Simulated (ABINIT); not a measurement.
# RbCl (Fm-3m): G0W0 with and without spin-orbit coupling, part 2 of 2

Aim: spinor G0W0 for RbCl (Fm-3m) beside the scalar-relativistic result.

ABINIT 10.8.3; PBE and many-body steps on it, plane waves. Known limits of the many-body steps: not at the basis limit; screening head approximate; no spin-orbit coupling in some runs.

So far. Step 4 (Scalar-relativistic): The gap on the mesh goes from 5.00 eV to 7.75 eV, a correction of +2.75 eV. Step 5 (Empty states on the mesh, 4×4×4 mesh, 440 bands): On this mesh the gap is 4.958 eV.

## (7) With spin-orbit coupling

This step: G0W0 on PBE with spin-orbit coupling, plane waves, norm-conserving pseudopotentials.

Contents of run.abi:

```
acell 3*1.0 Angstrom
rprim 
  0.000000000000 3.289500000000 3.289500000000
  3.289500000000 0.000000000000 3.289500000000
  3.289500000000 3.289500000000 -0.000000000000
ntypat 2
znucl 37 17
natom 2
typat 1 2
xred 
  0.000000000000 0.000000000000 0.000000000000
  0.500000000000 0.500000000000 0.500000000000
pp_dirpath "pseudos"
pseudos "Rb.upf, Cl.upf"
ecut 25
nspinor 2
ngkpt 4 4 4
nshiftk 1
shiftk 0 0 0
kptopt 1
chksymbreak 0
istwfk *1
occopt 1
irdwfk 1
optdriver 4
nband 400
gwcalctyp 0
ecutsigx 25
symsigma 0
nkptgw 1
kptgw 
  0.0000000000 0.0000000000 0.0000000000
bdgw 
  13 22
ecuteps 6.6
irdscr 1
ppmodel 1
indata_prefix "in"
outdata_prefix "out"
tmpdata_prefix "tmp"
```

Started as:

```console
> OMP_NUM_THREADS=1 mpirun -n 8 abinit run.abi > log
```

Numbers of over 12 decimals in the logs are rounded to 6 here.

The log of the run:

```text
.Version 10.8.3 of ABINIT. v10.8.2 released Aug 2026.

 Symmetries : space group Fm -3 m (#225); Bravais cF (face-center cubic)
[... echo of the input left out ...]
== DATASET  1 ==================================================================
-   mpi_nproc: 8, omp_nthreads: 1 (-1 if OMP is not activated)

--- !DatasetInfo
iteration_state: {dtset: 1, }
dimensions: {natom: 2, nkpt: 8, mband: 400, nsppol: 1, nspinor: 2, nspden: 1, mpw: 2884, }
cutoff_energies: {ecut:  25.0, pawecutdg:  -1.0, }
electrons: {nelect:   1.60000000E+01, charge:   0.00000000E+00, occopt:   1.00000000E+00, tsmear:   1.00000000E-02, }

 SIGMA: Calculation of the GW corrections

 Based on a program developped by R.W. Godby, V. Olevano, G. Onida, and L. Reining.
 Incorporated in ABINIT by V. Olevano, G.-M. Rignanese, and M. Torrent.
.Using double precision arithmetic ; gwpc =  8

[... cell and pseudopotentials left out ...]
--------------------------------------------------------------------------------

 ==== K-mesh for the wavefunctions ====
 Number of points in the irreducible wedge :     8
[... list of points left out ...]
 Together with 48 symmetry operations and time-reversal symmetry
 yields    64 points in the full Brillouin Zone.

 ==== Q-mesh for screening function ====
 Number of points in the irreducible wedge :     8
[... list of points left out ...]
 Together with 48 symmetry operations and time-reversal symmetry
 yields    64 points in the full Brillouin Zone.

 vcoul_init : cutoff-mode = AUXILIARY_FUNCTION
 q-points for optical limit:   1
     1)      0.000010    0.000020    0.000030
 setmesh: FFT mesh size selected  =    40x   40x   40
          total number of points  =        64000

 Number of electrons calculated from density =   16.0000; Expected =   16.0000
[...]
number of symmetry operations                      48
 number of k-points in BZ                           64
 number of q-points in BZ                           64
 number of frequencies for dSigma/dE                 9
 frequency step for dSigma/dE [eV]                0.25
 number of omega for Sigma on real axis              0
 max omega for Sigma on real axis  [eV]           0.00
 zcut for avoiding poles [eV]                     0.10

 EPSILON^-1 parameters (SCR file):
 dimension of the eps^-1 matrix on file            387
 dimension of the eps^-1 matrix used               387
 number of plane-waves for wavefunctions          2837
 number of bands                                   400
 number of q-points in IBZ                           8
 number of frequencies                               2
 number of real frequencies                          1
 number of imag frequencies                          1

 matrix elements of self-energy operator (all in [eV])

 Perturbative Calculation

--- !SelfEnergy_ee
iteration_state: {dtset: 1, }
kpoint     : [   0.000,    0.000,    0.000, ]
spin       : 1
KS_gap     :    4.958
QP_gap     :    7.706
Delta_QP_KS:    2.748
data: !SigmaeeData |
     Band     E0 <VxcDFT>   SigX SigC(E0)      Z dSigC/dE  Sig(E)    E-E0       E
       13  -1.363 -14.016 -18.526   1.874   0.806  -0.241 -16.139  -2.124  -3.487
       14  -1.363 -14.016 -18.523   1.873   0.806  -0.241 -16.138  -2.122  -3.485
       15  -1.363 -14.016 -18.526   1.874   0.806  -0.241 -16.140  -2.124  -3.487
[...]
21   6.573  -7.741  -3.429  -2.923   0.871  -0.148  -6.531   1.210   7.783
       22   6.573  -7.741  -3.429  -2.923   0.871  -0.148  -6.531   1.209   7.783

== END DATASET(S) ==============================================================
================================================================================

 -outvars: echo values of variables after computation  --------
           etotal      0.0000000000E+00
            nband         400
             nkpt           8
          spgroup         225
 [... the other variables as echoed above ...]

 Calculation completed.
```

It took 9.8 min on 8 MPI ranks of Intel Xeon Platinum 8259CL at 2.50GHz (Skylake/Cascade Lake), shared host; peak memory 4.3 GiB.

Numbers from this step:

```
G0W0 gap on the points computed              : 7.703 eV
starting gap on the mesh                     : 4.958 eV
k of the valence top                         : 0, 0, 0
k of the conduction bottom                   : 0, 0, 0
Z at the valence top                         : 0.806
Z at the conduction bottom                   : 0.874
least direct G0W0 gap on the computed points : 7.703 eV
```

Against G0W0 in ABINIT (4×4×4 mesh, 200 bands, screening to 179.6 eV, Godby-Needs plasmon pole), the gap moves by −0.046 eV.

## (8) The runs together

Times are wall times on 8 MPI ranks of Intel Xeon Platinum 8259CL at 2.50GHz (Skylake/Cascade Lake), shared host, good to a factor of about two. A run's time includes the screening step that it read.

| run | mesh | bands | screening cutoff (eV) | DFT gap (eV) | gap on the mesh (eV) | direct (eV) | ε∞ used | time |
| --- | --- | --- | --- | --- | --- | --- | --- | --- |
| scalar-relativistic | 4×4×4 | 200 | 179.6 | 5.003 | 7.749 | 7.749 | 2.33 | 72 s |
| with spin-orbit coupling | 4×4×4 | 400 | 179.6 | 4.958 | 7.703 | 7.703 | 2.33 | 15 min |

## (9) Outcome

```json
{
 "scalar-relativistic": "7.749 eV",
 "with spin-orbit coupling": "7.703 eV",
 "known limits": "not at the basis limit; screening head approximate; no spin-orbit coupling in some runs"
}
```

**Reading.** With spin-orbit coupling: −0.046 eV against scalar-relativistic, −0.044 eV of it in the start. Bands and cutoff are finite, so the gap is not at the basis limit. The miss can reach some tenths of an eV and take either sign; the mesh is an error of its own. In the G0W0 runs levels were corrected at 1 k point alone, so a gap called «on the mesh» is the least over those, and an edge elsewhere would be missed. The long-wavelength limit of the screening leaves out the non-local commutator, which shifts ε∞.

[Paths, hosts, dates, memory and timing lines, banners, echoed tables and standing remarks are left out of the program output.]

[Logs are printed without paths, hosts, clocks, repeated set-up lines and the standing remarks that a program may print on its own settings, such as how far it seeks lower states.]

[Runs of the session that timed out or met a known fault of the program may be left out.]

[Hosts, paths, dates, database ids (printed as entryN), source tags and the programs' standing remarks are cut or masked in the printed files.]

[G0W0 gaps are taken among the corrected bands and points alone; a level outside them can change the order at an edge.]

[Where Ansatz stands beside ABINIT at settings called matched, ABINIT's density can come from a denser mesh and the files from another edition; pairs whose starting gaps differed by over 0.03 eV were left out, so agreement reads better than it is.]
